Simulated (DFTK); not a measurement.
**BeTe in DFTK: convergence with cutoff**

The system is BeTe.

```
Te Be
1.0
     0.00000    2.77000    2.77000
     2.77000    0.00000    2.77000
     2.77000    2.77000    0.00000
Te Be
1 1
Direct
  0.75000 0.75000 0.75000
  0.00000 0.00000 0.00000
```

* Program: DFTK 0.8.2
* Task: convergence study
* Functional: r2SCAN
* Potentials or basis: cp2k.nc.sr.pbe.v0_1.semicore.gth (PBE, GTH)
* Cutoff: 463 eV
* k mesh: 4 × 4 × 4
* Occupations: fermi-dirac, width 0.15 eV
* Spin: no spin polarisation

These are the settings of the first run; the series varies cutoff, with any setting tied to it.

Hardware: 1 thread of Intel(R) Xeon(R) Platinum 8259CL CPU @ 2.50GHz (Skylake/Cascade Lake) (shared host).

| cutoff | energy less the tightest run, at zero smearing (meV/atom) | pressure (GPa) | gap on the mesh (eV) | SCF cycles |
| --- | --- | --- | --- | --- |
| 462.594 eV | 36448.52 | -175.00 | 2.157 | 10 |
| 598.65 eV | 27276.88 | -172.26 | 2.158 | 10 |
| 707.496 eV | 21469.67 | -164.26 | 2.144 | 11 |
| 925.187 eV | 12916.38 | -138.53 | 2.130 | 11 |
| 1115.67 eV | 8016.07 | -112.26 | 2.135 | 11 |
| 1306.15 eV | 4707.74 | -86.88 | 2.138 | 10 |
| 1578.26 eV | 1813.75 | -56.55 | 2.144 | 10 |
| 1904.8 eV | 0.00 | -31.11 | 2.141 | 10 |

Against the tightest run, the gap on the mesh stays within 0.01 eV from 1115.67 eV on. Not settled before the last step: the energy (to 1 meV/atom), the pressure (to 0.1 GPa). The tightest run that finished is the yardstick and may itself not be fully converged.

Caveat, for the tightest run too: the k mesh is coarse (spacing up to 0.49 Å⁻¹), so the values aren't converged; a pressure of tens of GPa on the cell as given is suspect, and the run, the potentials or the cell itself is likely at fault; the potentials were made for another functional, which shifts forces and pressure; spin-orbit coupling is left out, which moves the levels of the heavy elements.
